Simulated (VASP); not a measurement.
A run of VASP 6.6.1 is set up as follows.

File INCAR:

```
PREC     = Accurate       # precision mode
ENCUT    = 600            # plane-wave cutoff, eV
EDIFF    = 1E-6           # SCF threshold, eV
ISMEAR   = 0              # smearing method
SIGMA    = 0.02           # smearing width, eV
LREAL    = F              # projectors in reciprocal space
LASPH    = T              # aspherical terms in the spheres
NELM     = 100            # most SCF steps
ALGO     = Normal         # electronic algorithm
ISIF     = 3              # what is computed and relaxed
LWAVE    = F              # write WAVECAR
LCHARG   = F              # write CHGCAR
GGA      = PE             # functional
IVDW     = 12             # dispersion correction
IBRION   = 2              # ionic algorithm
NSW      = 100            # ionic steps
EDIFFG   = -0.005         # ionic threshold
```

The input KPOINTS:

```
Automatic mesh
0
Gamma
  15 15 15
```

The input POSCAR:

```
C
1.0
    1.2325519944      0.7116142257      3.3209928692
   -1.2325519944      0.7116142257      3.3209928692
    0.0000000000     -1.4232284515      3.3209928692
C
2
Direct
    0.8334533369      0.8334533369      0.8334533369
    0.1665466631      0.1665466631      0.1665466631
```

Potentials or basis: VASP PAW PBE potentials, release 64 (C).

Launch:

```bash
$ cat potpaw_PBE.64/C/POTCAR > POTCAR
$ mpirun -np 1 vasp_std > vasp.out
```

Problem. What does it give for the space group after relaxing (to 0.05 Å)?

Solution. R-3m (No. 166).

Problem. What does it give for the relaxed volume?

Solution. 8.74 Å³/atom.

Final structure:
```cif
data_structure
_symmetry_space_group_name_H-M 'P 1'
_symmetry_Int_Tables_number 1
_cell_length_a 3.6147
_cell_length_b 3.6147
_cell_length_c 3.6147
_cell_angle_alpha 39.876
_cell_angle_beta 39.876
_cell_angle_gamma 39.876
_cell_volume 17.49
loop_
_atom_site_label
_atom_site_type_symbol
_atom_site_fract_x
_atom_site_fract_y
_atom_site_fract_z
_atom_site_occupancy
C1 C 0.83339 0.83339 0.83339 1
C2 C 0.16661 0.16661 0.16661 1
```
